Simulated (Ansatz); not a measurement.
This geometry of a periodic cell of 28 atoms, Al₂₇Au (surface Al(111), adsorbate Au) is a first-order saddle point. Atoms 1 to 9 are held.

The calculation used DFT LDA, scalar-relativistic, plane waves, PAW (Ansatz). Settings: cutoff 420 eV, k mesh 4x4x1, fermi-dirac smearing 0.05 eV, no spin polarisation.

```xyz
28
Lattice="8.5913 0.0000 0.0000 4.2957 7.4403 0.0000 0.0000 0.0000 17.6765" Properties=species:S:1:pos:R:3
Al 1.432 0.827 1.000
Al 4.296 0.827 1.000
Al 7.159 0.827 1.000
Al 2.864 3.307 1.000
Al 5.728 3.307 1.000
Al 8.591 3.307 1.000
Al 4.296 5.787 1.000
Al 7.159 5.787 1.000
Al 10.023 5.787 1.000
Al 0.003 1.669 3.239
Al 2.865 1.661 3.288
Al 5.732 1.661 3.288
Al 1.426 4.155 3.280
Al 4.298 4.076 3.271
Al 7.171 4.156 3.279
Al 2.900 6.576 3.212
Al 5.696 6.576 3.212
Al 8.595 6.615 3.362
Al 0.006 0.011 5.475
Al 2.567 0.031 5.461
Al 6.035 0.033 5.462
Al 1.392 2.549 5.518
Al 4.301 2.365 5.678
Al 7.210 2.550 5.518
Al 2.904 4.902 5.512
Al 5.696 4.902 5.511
Al 8.597 5.059 5.711
Au 8.596 7.295 7.106
```

Q: Which two structures does it join? (They come from a converged band through this point; their orientation in space is the band's.)

A: Contacts lost: Al27–Au28. Contacts made: Al23–Au28. The atom that moves furthest is Au28, by 1.64 Å.

Image 0:

```xyz
28
Lattice="8.5913 0.0000 0.0000 4.2957 7.4403 0.0000 0.0000 0.0000 17.6765" Properties=species:S:1:pos:R:3
Al 1.432 0.827 1.000
Al 4.296 0.827 1.000
Al 7.159 0.827 1.000
Al 2.864 3.307 1.000
Al 5.728 3.307 1.000
Al 8.591 3.307 1.000
Al 4.296 5.787 1.000
Al 7.159 5.787 1.000
Al 10.023 5.787 1.000
Al 0.002 1.657 3.236
Al 2.872 1.657 3.256
Al 5.722 1.658 3.255
Al 1.440 4.141 3.255
Al 4.295 4.132 3.252
Al 7.152 4.140 3.254
Al 2.865 6.608 3.254
Al 5.728 6.606 3.253
Al 8.592 6.614 3.378
Al 0.003 0.008 5.492
Al 2.711 0.084 5.562
Al 5.883 0.087 5.559
Al 1.433 2.483 5.496
Al 4.297 2.493 5.518
Al 7.164 2.483 5.494
Al 2.878 4.955 5.515
Al 5.712 4.953 5.513
Al 8.590 4.791 5.567
Au 8.597 6.626 7.183
```

Image 6:

Only the atoms that move by more than 0.05 Å are listed.
```
Al11 2.871 1.649 3.326
Al12 5.721 1.649 3.326
Al18 8.591 6.622 3.326
Al20 2.692 -0.099 5.557
Al21 5.899 -0.099 5.557
Al23 4.296 2.678 5.557
Al27 8.591 4.953 5.525
Au28 8.591 8.267 7.168
```

Q: How far does it lie above each of them?

A: 0.056 eV above the first and 0.156 eV above the second. This is the barrier of this one path; another mechanism may lie lower. Limits of this set-up: coarse k mesh, thin slab, slab without dipole correction.

The run took 22 min on 4 threads of Intel(R) Xeon(R) Platinum 8488C (Sapphire Rapids), with other jobs on the host, peak memory 6.3 GiB.
